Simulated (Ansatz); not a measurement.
A (001) slab of CuO (C2/c (No. 15)), 13 planes, outer planes O (top) and O (bottom), with 13 atoms (Cu6O7) in a surface cell of A = 8.376 Å², as cut from the bulk:

```xyz
13
Lattice="2.8941 0.0000 0.0000 0.0117 2.8941 0.0000 0.0000 0.0000 30.2761" Properties=species:S:1:pos:R:3 pbc="T T T"
O     1.4529    1.4473    7.5000
Cu    1.4474    0.0003    8.7730
O     1.4535    1.4474   10.0460
Cu    0.0065    1.4477   11.3190
O     1.4536    1.4480   12.5920
Cu    1.4481    0.0010   13.8650
O     1.4542    1.4481   15.1380
Cu    0.0072    1.4484   16.4110
O     1.4543    1.4487   17.6840
Cu    1.4487    0.0017   18.9571
O     1.4549    1.4488   20.2301
Cu    0.0079    1.4491   21.5031
O     1.4550    1.4493   22.7761
```

Level of theory: DFT PBEsol, scalar-relativistic, plane waves, PAW in Ansatz 0.2.0. Plane waves to 420 eV, a k mesh through Γ of 12×12×1 on the computed 13-atom cell and Gaussian smearing (0.10 eV); no spin polarisation.

The relaxed slab holds 6 formula units of CuO and 1 further O. Against those formula units in the bulk and the further O in its standard state it lies 1.647 eV higher. The formation energy of CuO from the standard states is -1.223 eV a formula unit (uncorrected, no zero-point or thermal terms).

Question: Over what range can the chemical potential of O vary, and what is the surface energy at both ends?

Answer: In contact with the bulk, μ(O) + μ(Cu) is fixed. With Δμ counted from the standard states, Δμ(O) ≤ 0 keeps elemental O from forming, and Δμ(Cu) ≤ 0 requires Δμ(O) ≥ ΔH = -1.223 eV. Other compounds of O and Cu can narrow this range. Then γ, the mean of both faces, = [1.647 eV − 1.00·Δμ(O)]/(2A). At the O-rich end (Δμ = 0): 1.647/(2 × 8.376) × 16.02 = 1.58 J/m². At the O-poor end: (1.647 + 1.223)/(2 × 8.376) × 16.02 = 2.74 J/m².

Question: How does its energy depend on growth conditions?

Answer: It carries an excess of O, so its energy falls by 0.96 J/m² for each eV that μ(O) rises: O-rich conditions lower it; whether it appears depends on the other terminations.

Spin polarisation was left out, and a magnetic state may lie lower.

The O-terminated slab costs 1.58 J/m² at the O-rich end and 2.74 J/m² at the O-poor end, the rise reflecting the price of supplying its extra oxygen. Each outermost O keeps two of its four Cu neighbours. In an ionic picture, the surplus O also leaves too few electrons to fill the O 2p shell with all copper as Cu(II), so the faces are probably compensated by holes in Cu 3d–O 2p states.

The coordinates are those of an almost tetragonal, PtS-like lattice, whereas real tenorite is clearly monoclinic. The likely cause is the missing local moments and the weak treatment of Cu 3d correlation, which remove the driving force for the distortion. The surface energies therefore belong to this idealised lattice rather than to a tenorite (001) face. The O-poor value is probably out of reach in equilibrium, since CuO gives way to Cu₂O before metallic copper forms; the O-rich value is the more relevant of the two.
